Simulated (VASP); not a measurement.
A run of VASP 6.6.1 is set up as follows.

File INCAR:

```
SYSTEM = TePb
ALGO     = Normal         ! electronic algorithm
EDIFF    = 1E-7           ! SCF threshold, eV
ENCUT    = 520            ! plane-wave cutoff, eV
GGA      = PE             ! functional
ISIF     = 2              ! what is computed and relaxed
ISMEAR   = 0              ! smearing method
LASPH    = .TRUE.         ! aspherical terms in the spheres
LCHARG   = .FALSE.        ! write CHGCAR
LREAL    = .FALSE.        ! projectors in reciprocal space
LWAVE    = .FALSE.        ! write WAVECAR
NBANDS   = 17             ! bands
NELM     = 100            ! most SCF steps
PREC     = Accurate       ! precision mode
SIGMA    = 0.024          ! smearing width, eV
```

File KPOINTS:

```
k-points
0
G
  7 7 7
  0 0 0
```

The input POSCAR:

```
TePb
1.0
    0.0000000000      3.2310000000      3.2310000000
    3.2310000000      0.0000000000      3.2310000000
    3.2310000000      3.2310000000      0.0000000000
Pb Te
1 1
Direct
    0.0000000000      0.0000000000      0.0000000000
    0.5000000000      0.5000000000      0.5000000000
```

Potentials or basis: VASP PAW PBE potentials, release 64 (Pb_d, Te).

Run with:

```bash
$ cat potpaw_PBE.64/Pb_d/POTCAR potpaw_PBE.64/Te/POTCAR > POTCAR
$ mpirun -np 1 vasp_std > vasp.out
```

Estimate the pressure.

2.1 GPa.

Caveat: this odd mesh misses L, where the gap lies, so gap, dielectric constants and Born charges aren't listed. Spin-orbit coupling is left out, which matters for the levels of Pb, Te.
